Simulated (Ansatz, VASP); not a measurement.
**One calculation of BAs, two programs**

File POSCAR:

```
BAs
1.0
    0.0000000000      2.3052873216      2.3052873216
    2.3052873216      0.0000000000      2.3052873216
    2.3052873216      2.3052873216      0.0000000000
B As
1 1
Direct
    0.0000000000      0.0000000000      0.0000000000
    0.5000000000      0.5000000000      0.5000000000
```

File INCAR.step1:

```
  PREC = Accurate
  ENCUT = 520
  EDIFF = 1E-5
  ISMEAR = -1
  SIGMA = 0.02
  LREAL = F
  LASPH = T
  NELM = 80
  ALGO = Normal
  ISIF = 2
  LWAVE = T
  LCHARG = F
  NBANDS = 11
  GGA = PE
```

INCAR.step2

```
  PREC = Accurate
  ENCUT = 520
  EDIFF = 1E-6
  ISMEAR = -1
  SIGMA = 0.02
  LREAL = F
  LASPH = T
  NELM = 80
  ALGO = Normal
  ISIF = 2
  LWAVE = F
  LCHARG = F
  GGA = PE
  LHFCALC = T
  HFSCREEN = 0.2079
  PRECFOCK = Normal
  NBANDS = 11
  ISTART = 1
```

The input KPOINTS:

```
Automatic mesh
0
Gamma
  4 4 4
```

Input for Ansatz:

```yaml
crystal:
  lattice:
    - [0.0, 2.3052873216, 2.3052873216]
    - [2.3052873216, 0.0, 2.3052873216]
    - [2.3052873216, 2.3052873216, 0.0]
  atoms:
    - { symbol: B, position: [0.0, 0.0, 0.0] }
    - { symbol: As, position: [0.5, 0.5, 0.5] }
kpoints:
  mp_grid: { grid: [4, 4, 4] }
hamiltonian:
  xc: hse06
scf:
  occupations: { method: fermi_dirac, width: 0.02 }
  n_extra_bands: 4
output:
  forces: true
  stress: true
  eigenvalues: true
```

The cell was built by a generator and needn't be a form met in nature.

Alike in both runs: task single point; functional HSE06; k mesh 4 × 4 × 4; occupations fermi-dirac, width 0.02 eV; no spin polarisation.

|  | VASP | Ansatz |
| --- | --- | --- |
| version | VASP 6.6.1 | Ansatz 0.2.0 |
| potentials or method | VASP PAW PBE potentials, release 64 (B, As) | plane waves, PAW |
| plane-wave cutoff (eV) | 520 | 420 |
| valence electrons in the cell | 8 | 18 |

```csv
,VASP,Ansatz,Ansatz less VASP
pressure (GPa),2.9,3.3,+0.43
```

The functional is the same, so the differences come from potentials, cutoffs and numerics. The two sets of potentials don't hold the same shells in valence. Ansatz warned: «filled_band_counts_differ_across_k_points».

Caveats: the k mesh is coarse (spacing up to 0.59 Å⁻¹), so the values aren't converged, least of all with exact exchange; the PAW data sets were made with another functional, which shifts forces and pressure a little (VASP).
